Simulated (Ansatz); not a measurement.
# Mo(100) with 4 layers of random Mo-Ta, 2x2: scattering by chemical disorder, part 2 of 2

Wanted: resistance against the alloy's length, first Mo(100) with 4 layers of random Mo-Ta, 2x2.

Ansatz 0.2.0; Ansatz plane-wave DFT, PBE, PAW files; ballistic transport by layer matching (Landauer), zero bias; PAW set soft_1.

So far. Step 3 (With 8 alloy layers): Over the solved energies the transmission per spin lies between 3.60 and 3.69, out of 6.68 channels of the lead on average (up to 6.84).

**4. With 12 alloy layers**

In 12 layers a share of 0.5 of the sites is given to Ta at random. A fresh draw is used; the growth of the resistance with length is what counts.

System of this step: Mo(100) with 12 layers of random Mo-Ta, 2x2. The cell holds 88 atoms: 64 Mo and 24 Ta. Its edges and angles: a = 6.294 Å, b = 6.294 Å, c = 34.617 Å, α = 90.0°, β = 90.0°, γ = 90.0°. It derives from Mo. Regions: lead, 40 atoms (40 Mo); scattering region, 48 atoms (24 Ta and 24 Mo). The structure is stacked along c, and the current runs across the ab planes.

Contents of input.yaml:

```yaml
crystal:
  lattice:
    - [6.294, 0.0, 0.0]
    - [0.0, 6.294, 0.0]
    - [0.0, 0.0, 34.617]
  atoms:
    - { symbol: Mo, position: [0.0, 0.0, 0.0227272727] }
    - { symbol: Mo, position: [0.0, 0.5, 0.0227272727] }
    - { symbol: Mo, position: [0.5, 0.0, 0.0227272727] }
    - { symbol: Mo, position: [0.5, 0.5, 0.0227272727] }
    - { symbol: Mo, position: [0.25, 0.25, 0.0681818182] }
    - { symbol: Mo, position: [0.25, 0.75, 0.0681818182] }
    - { symbol: Mo, position: [0.75, 0.25, 0.0681818182] }
    - { symbol: Mo, position: [0.75, 0.75, 0.0681818182] }
    - { symbol: Mo, position: [0.0, 0.0, 0.1136363636] }
    - { symbol: Mo, position: [0.0, 0.5, 0.1136363636] }
    - { symbol: Mo, position: [0.5, 0.0, 0.1136363636] }
    - { symbol: Mo, position: [0.5, 0.5, 0.1136363636] }
    - { symbol: Mo, position: [0.25, 0.25, 0.1590909091] }
    - { symbol: Mo, position: [0.25, 0.75, 0.1590909091] }
    - { symbol: Mo, position: [0.75, 0.25, 0.1590909091] }
    - { symbol: Mo, position: [0.75, 0.75, 0.1590909091] }
    - { symbol: Mo, position: [0.0, 0.0, 0.2045454545] }
    - { symbol: Mo, position: [0.0, 0.5, 0.2045454545] }
    - { symbol: Mo, position: [0.5, 0.0, 0.2045454545] }
    - { symbol: Mo, position: [0.5, 0.5, 0.2045454545] }
    - { symbol: Ta, position: [0.25, 0.25, 0.25] }
    - { symbol: Mo, position: [0.25, 0.75, 0.25] }
    - { symbol: Ta, position: [0.75, 0.25, 0.25] }
    - { symbol: Ta, position: [0.75, 0.75, 0.25] }
    - { symbol: Ta, position: [0.0, 0.0, 0.2954545455] }
    - { symbol: Mo, position: [0.0, 0.5, 0.2954545455] }
    - { symbol: Ta, position: [0.5, 0.0, 0.2954545455] }
    - { symbol: Mo, position: [0.5, 0.5, 0.2954545455] }
    - { symbol: Mo, position: [0.25, 0.25, 0.3409090909] }
    - { symbol: Mo, position: [0.25, 0.75, 0.3409090909] }
    - { symbol: Mo, position: [0.75, 0.25, 0.3409090909] }
    - { symbol: Mo, position: [0.75, 0.75, 0.3409090909] }
    - { symbol: Ta, position: [0.0, 0.0, 0.3863636364] }
    - { symbol: Ta, position: [0.0, 0.5, 0.3863636364] }
    - { symbol: Mo, position: [0.5, 0.0, 0.3863636364] }
    - { symbol: Mo, position: [0.5, 0.5, 0.3863636364] }
    - { symbol: Ta, position: [0.25, 0.25, 0.4318181818] }
    - { symbol: Ta, position: [0.25, 0.75, 0.4318181818] }
    - { symbol: Mo, position: [0.75, 0.25, 0.4318181818] }
    - { symbol: Mo, position: [0.75, 0.75, 0.4318181818] }
    - { symbol: Ta, position: [0.0, 0.0, 0.4772727273] }
    - { symbol: Ta, position: [0.0, 0.5, 0.4772727273] }
    - { symbol: Ta, position: [0.5, 0.0, 0.4772727273] }
    - { symbol: Ta, position: [0.5, 0.5, 0.4772727273] }
    - { symbol: Mo, position: [0.25, 0.25, 0.5227272727] }
    - { symbol: Ta, position: [0.25, 0.75, 0.5227272727] }
    - { symbol: Mo, position: [0.75, 0.25, 0.5227272727] }
    - { symbol: Ta, position: [0.75, 0.75, 0.5227272727] }
    - { symbol: Ta, position: [0.0, 0.0, 0.5681818182] }
    - { symbol: Ta, position: [0.0, 0.5, 0.5681818182] }
    - { symbol: Ta, position: [0.5, 0.0, 0.5681818182] }
    - { symbol: Mo, position: [0.5, 0.5, 0.5681818182] }
    - { symbol: Mo, position: [0.25, 0.25, 0.6136363636] }
    - { symbol: Mo, position: [0.25, 0.75, 0.6136363636] }
    - { symbol: Mo, position: [0.75, 0.25, 0.6136363636] }
    - { symbol: Ta, position: [0.75, 0.75, 0.6136363636] }
    - { symbol: Mo, position: [0.0, 0.0, 0.6590909091] }
    - { symbol: Mo, position: [0.0, 0.5, 0.6590909091] }
    - { symbol: Mo, position: [0.5, 0.0, 0.6590909091] }
    - { symbol: Mo, position: [0.5, 0.5, 0.6590909091] }
    - { symbol: Mo, position: [0.25, 0.25, 0.7045454545] }
    - { symbol: Ta, position: [0.25, 0.75, 0.7045454545] }
    - { symbol: Ta, position: [0.75, 0.25, 0.7045454545] }
    - { symbol: Ta, position: [0.75, 0.75, 0.7045454545] }
    - { symbol: Mo, position: [0.0, 0.0, 0.75] }
    - { symbol: Mo, position: [0.0, 0.5, 0.75] }
    - { symbol: Ta, position: [0.5, 0.0, 0.75] }
    - { symbol: Ta, position: [0.5, 0.5, 0.75] }
    - { symbol: Mo, position: [0.25, 0.25, 0.7954545455] }
    - { symbol: Mo, position: [0.25, 0.75, 0.7954545455] }
    - { symbol: Mo, position: [0.75, 0.25, 0.7954545455] }
    - { symbol: Mo, position: [0.75, 0.75, 0.7954545455] }
    - { symbol: Mo, position: [0.0, 0.0, 0.8409090909] }
    - { symbol: Mo, position: [0.0, 0.5, 0.8409090909] }
    - { symbol: Mo, position: [0.5, 0.0, 0.8409090909] }
    - { symbol: Mo, position: [0.5, 0.5, 0.8409090909] }
    - { symbol: Mo, position: [0.25, 0.25, 0.8863636364] }
    - { symbol: Mo, position: [0.25, 0.75, 0.8863636364] }
    - { symbol: Mo, position: [0.75, 0.25, 0.8863636364] }
    - { symbol: Mo, position: [0.75, 0.75, 0.8863636364] }
    - { symbol: Mo, position: [0.0, 0.0, 0.9318181818] }
    - { symbol: Mo, position: [0.0, 0.5, 0.9318181818] }
    - { symbol: Mo, position: [0.5, 0.0, 0.9318181818] }
    - { symbol: Mo, position: [0.5, 0.5, 0.9318181818] }
    - { symbol: Mo, position: [0.25, 0.25, 0.9772727273] }
    - { symbol: Mo, position: [0.25, 0.75, 0.9772727273] }
    - { symbol: Mo, position: [0.75, 0.25, 0.9772727273] }
    - { symbol: Mo, position: [0.75, 0.75, 0.9772727273] }
kpoints:
  mp_grid: { grid: [4, 4, 1] }
hamiltonian:
  xc: pbe
  pseudopotentials: { kind: paw, azcp: { folder: soft_1 } }
scf:
  occupations: { method: fermi_dirac, width: 0.1 }
output:
  transmission: { leads: [[0, 4]], kmesh: [8, 8], e_range: [-0.05, 0.05], de: 0.05 }
  write_potential: true
  write_density: true
  volumetric_format: npy
```

Started as:

```
ansatz run input.yaml --threads 4 --pin off --max-ram 15360MiB --backend cpu --events-out ev --progress --plain --runs-dir out
```

Numbers of over 12 decimals in the logs are rounded to 6 here.

The program printed:

```text
[...]
Crystal: 88 atoms, lattice volume = 1371.333 Å³
Basis set: ecut = 420 eV, 26839 PW (Γ)
Bands: 725, of which v1, the nominal top of the filled ones, is band 604 counted from 1 (603 counted from 0)
Symmetry: 1 space group operations
[...]
k-points: 10 of 16 (time reversal used)
[...]
SCF iter   1: F=—  HF=-555808.393620 eV  |F-HF|=—  |Δ(HF+E_count)|=         —  Δρ=1.83e-1  dr2=6.89e3  ethr=3.10e-3  ⟨swp⟩=4.1  Hψ=27190  notcnv=0  defer=38
[...]
SCF iter  11: F=-555588.136667 eV  HF=-555588.136667 eV  |F-HF|=3.77e-8  |Δ(HF+E_count)|=   1.26e-8  Δρ=4.27e-7  dr2=3.88e-8  ethr=8.28e-12  ⟨swp⟩=8.3  Hψ=21139  notcnv=0
SCF 1 converged in 11 iterations: F = -555588.136667 eV  dr2 = 3.88e-8
[...]
transmission: 228 of 2278 steps passed
transmission: 456 of 2278 steps passed
[...]
transmission: 2278 of 2278 steps passed
SCF converged after 11 iterations
Free energy (F): -555588.136667 eV
[...]
Internal energy: -555586.348890 eV  (E = F + TS)
E sigma→0 (E₀):  -555587.242778 eV
Entropy (-TS):   -1.787777 eV (-20.316 meV/atom)
Fermi energy:    21.285700 eV
[...]
--- Band table (eV; the first three rows and the last of 10) ---
  k-point 0: bands = [... 600 lower, 21.5457, 21.5493, 21.5546, 21.5747, 21.5823, 21.6041, 21.6067, 21.6115, ... 117 higher]
  k-point 1: bands = [... 600 lower, 21.3852, 21.4202, 21.4268, 21.4465, 21.4576, 21.4662, 21.4773, 21.5051, ... 117 higher]
  k-point 2: bands = [... 600 lower, 20.9232, 20.9456, 21.0021, 21.0954, 21.2499, 21.2996, 21.3297, 21.3638, ... 117 higher]
  k-point 9: bands = [... 600 lower, 20.2676, 20.2744, 20.3074, 20.3227, 20.3306, 20.3787, 20.3967, 20.4225, ... 117 higher]
--- Transmission ---
  basis      : 349 plane waves across, 67 finite elements along
  points     : 34, standing for a mesh of 8 x 8
[...]
channels       : 6.781250e0 a spin
[...]
slowest decay  : 0.0505 /Å at (0.5000, 0.3750)
  junction   : crystal 0 to crystal 0, 0.70 to 33.74 Å
    transmission   : 3.160008e0 a spin
[...]
```

Wall time 29 min (4 threads of Arm Neoverse V1, shared host); peak memory 8.1 GiB.

Numbers from this step:

- free energy: -555588.1367 eV
- energy at zero smearing: -555587.2428 eV
- Fermi energy: 21.29 eV
- transmission per spin nearest the Fermi level: 3.160
- open channels per spin nearest the Fermi level: 6.781
- step of the lead's potential: 6.3 meV

Per spin. The transmission, zone mean by energy, zero at the Fermi level:

```tsv
energy (eV)	transmission, zone mean
-0.0500	3.25
0.0000	3.16
0.0500	3.12
```

Over the solved energies the transmission per spin lies between 3.12 and 3.25, out of 6.74 channels of the lead on average (up to 6.84).

**5. The fit**

This step: Ansatz plane-wave DFT, PBE, PAW files; ballistic transport by layer matching (Landauer), zero bias; residual resistivity from the slope of the area resistance, atoms on the host's lattice; PAW set soft_1 (Ansatz 0.2.0).

Numbers from this step:

| Property | Result |
| --- | --- |
| resistivity | 32.05 µΩ cm |
| intercept | 0.2429 fΩ m² |
| scatter about the fit | 0.002663 fΩ m² |

Resistance, by row:

```tsv
run	length (Å)	T	channels N	RA (fΩ m²)
n4	6.294	4.242	6.74	0.4466
n8	12.59	3.63	6.677	0.6426
n12	18.88	3.178	6.74	0.85
```

The area resistance by length of the alloy:

```tsv
length of the alloy (Å)	area resistance (fΩ m²)
6.29	0.447
12.59	0.643
18.88	0.850
```

The area resistance goes from 0.45 to 0.85 fΩ m² between 6.3 and 18.9 Å, a slope of 32 µΩ cm.

By hand from the end points: (0.8500 − 0.4466) fΩ m² / (18.88 − 6.29) Å = 32 µΩ cm, since 1 fΩ m² per Å is 1000 µΩ cm.

**6. Summary of results**

* resistivity from the slope: 32.1 µΩ cm
* area resistance over 6.29 Å: 0.447 fΩ m²
* area resistance over 12.6 Å: 0.643 fΩ m²
* area resistance over 18.9 Å: 0.850 fΩ m²

The slope gives 32 µΩ cm. The points scatter by 0.0027 fΩ m² about the line, with one random draw a length in a 2x2 cell, so the slope is a rough value. Read with a model of isotropic scattering on a spherical Fermi surface and the lead's 1.3×10¹⁵ S/m², this slope means a mean free path near 18 Å (a rough figure, since the alloy's own channel count differs); over these lengths the model's slope is 1.04 times its bulk resistivity, which would be 31 µΩ cm. The atoms sit on the host's lattice, so scattering by size misfit is left out. Spin-orbit coupling is left out, which matters for Ta.

[Logs are printed without paths, hosts, clocks, repeated set-up lines and the standing remarks that a program may print on its own settings, such as how far it seeks lower states.]

[Hosts, paths, dates, database ids (printed as entryN), source tags and the programs' standing remarks are cut or masked in the printed files.]
